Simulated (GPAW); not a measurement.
The system is SiC (Moissanite).

```
CELL_PARAMETERS angstrom
3.07600 0.00000 0.00000
-1.53800 2.66389 0.00000
0.00000 0.00000 5.04800
ATOMIC_POSITIONS crystal
Si 0.66667 0.33333 0.50000
Si 0.33333 0.66667 0.00000
C 0.66667 0.33333 0.88500
C 0.33333 0.66667 0.38500
```

```yaml
Program: GPAW 26.7.0
Task: relaxation of cell and atoms
Functional: M06-L
Potentials_or_basis: GPAW PAW data sets (gpaw-data 1.2.1)
Cutoff: 800 eV
Basis: pw
k_mesh: 7 × 7 × 4
Occupations: fermi-dirac, width 0.05 eV
Spin: no spin polarisation
```

At the start: pressure -3.1 GPa; volume 10.34 Å³/atom.

Problem. Where does the relaxation end?

Solution. Over 9 steps the energy falls by 11.4 meV/atom and the volume is 10.19 Å³/atom (-1.5 %); space group P6_3mc (No. 186, to 0.05 Å).

Step by step:
| step | energy change (eV) | largest force (eV/Å) | pressure (GPa) | volume (Å³) |
| --- | --- | --- | --- | --- |
| 1 | 0.0000 | 0.7989 | -3.05 | 41.36 |
| 2 | -0.0303 | 0.4388 | -2.77 | 41.28 |
| 3 | -0.0430 | 0.0828 | -1.86 | 41.10 |
| 4 | -0.0439 | 0.0255 | -1.64 | 41.05 |
| 5 | -0.0454 | 0.0372 | -0.68 | 40.88 |
| 6 | -0.0456 | 0.0252 | -0.09 | 40.78 |
| 7 | -0.0456 | 0.0056 | 0.05 | 40.75 |
| 8 | -0.0456 | 0.0008 | 0.04 | 40.75 |
| 9 | -0.0456 | 0.0026 | 0.03 | 40.76 |

Final structure:
```yaml
crystal:
  lattice:
    - [3.06005, 0.00000, 0.00000]
    - [-1.53003, 2.65008, 0.00000]
    - [0.00000, 0.00000, 5.02566]
  atoms:
    - { symbol: Si, position: [0.66667, 0.33333, 0.50482] }
    - { symbol: Si, position: [0.33333, 0.66667, 0.00482] }
    - { symbol: C, position: [0.66667, 0.33333, 0.88012] }
    - { symbol: C, position: [0.33333, 0.66667, 0.38012] }
```

Caveat: later steps reuse the first step's grids; the PAW data sets were made with another functional, which shifts forces and pressure a little.
